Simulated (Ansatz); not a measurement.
**BeS: the order of phases at one pressure**

Aim: bring BeS in several structures (rocksalt, CsCl, zincblende, anti NiAs, NiAs) to one pressure and rank them by enthalpy. The pressure is set by scaling the first phase. The runs shown use LAPW. Companion runs by PAW are cited.

Program: Ansatz 0.2.0. Level of theory: DFT, PBE, all-electron LAPW, scalar-relativistic. These are calculated values, not measurements.

### Step 1. The structure to begin with

Symmetry: Fm-3m, No. 225, cubic system. Conventional cell: a = 4.674 Å, b = 4.674 Å, c = 4.674 Å, α = 90.00°, β = 90.00°, γ = 90.00°. Be (site symmetry m-3m) is surrounded by 6 S at 2.34 Å. S (site symmetry m-3m) has 6 Be at 2.34 Å in its first shell of neighbours.

As a file:

```cif
data_structure
_symmetry_space_group_name_H-M 'Fm-3m'
_symmetry_Int_Tables_number 225
_cell_length_a 4.6736
_cell_length_b 4.6736
_cell_length_c 4.6736
_cell_angle_alpha 90.000
_cell_angle_beta 90.000
_cell_angle_gamma 90.000
_cell_volume 102.08
loop_
_atom_site_label
_atom_site_type_symbol
_atom_site_symmetry_multiplicity
_atom_site_Wyckoff_symbol
_atom_site_fract_x
_atom_site_fract_y
_atom_site_fract_z
_atom_site_occupancy
Be1 Be 4 a 0.00000 0.00000 0.00000 1
S1 S 4 b 0.50000 0.00000 0.00000 1
```

The file gives the conventional cell by its symmetry; the runs use the cell typed in the input.

Atoms are numbered in the order of the input: Be1, S2.

### Step 2. Rocksalt relaxed under pressure, LAPW

File input.yaml:

```yaml
crystal:
  lattice:
    - [0.0, 2.3367938072, 2.3367938072]
    - [2.3367938072, 0.0, 2.3367938072]
    - [2.3367938072, 2.3367938072, 0.0]
  atoms:
    - { symbol: Be, position: [0.0, 0.0, 0.0] }
    - { symbol: S, position: [0.5, 0.5, 0.5] }
kpoints:
  mp_grid: { grid: [15, 15, 15] }
scf:
  occupations: { method: fermi_dirac, width: 0.08 }
hamiltonian:
  xc: pbe
  pseudopotentials: { kind: all_electron, lapw: { basis_error: 0.0005 } }
output:
  forces: true
  stress: true
  eigenvalues: true
relax:
  f_tol: 0.005
  max_steps: 12
  cell: { p_target: -2.9, stress_tol: 0.03 }
```

On the command line:

```
$ ansatz run input.yaml --threads 1 --pin off --max-ram 3584MiB --backend cpu --events-out ev --progress --plain --runs-dir out
```

Further steps of the session: CsCl relaxed under pressure, LAPW; Zincblende relaxed under pressure, LAPW; Anti NiAs at the cell that PAW relaxed, LAPW; NiAs at the cell that PAW relaxed, LAPW.

What does the calculation give? Wanted: pressure; lowest (for each run or level that gives them).

As calculated:

| quantity | value |
| --- | --- |
| pressure | -2.9 GPa |
| lowest (LAPW) | zincblende, 558.1 meV/atom under NiAs |
| lowest (PAW) | zincblende, 558.1 meV/atom under NiAs |

What this shows: By LAPW the order is zincblende < NiAs < rocksalt < anti NiAs < CsCl. By PAW the order is zincblende < NiAs < rocksalt < anti NiAs < CsCl. The methods agree on the lowest phase. Only these structures were tried, with electrons smeared by 0.08 eV and without vibrations, so the true ground state may be another. The k meshes differ between phases and weren't tested, which can move differences by some meV.
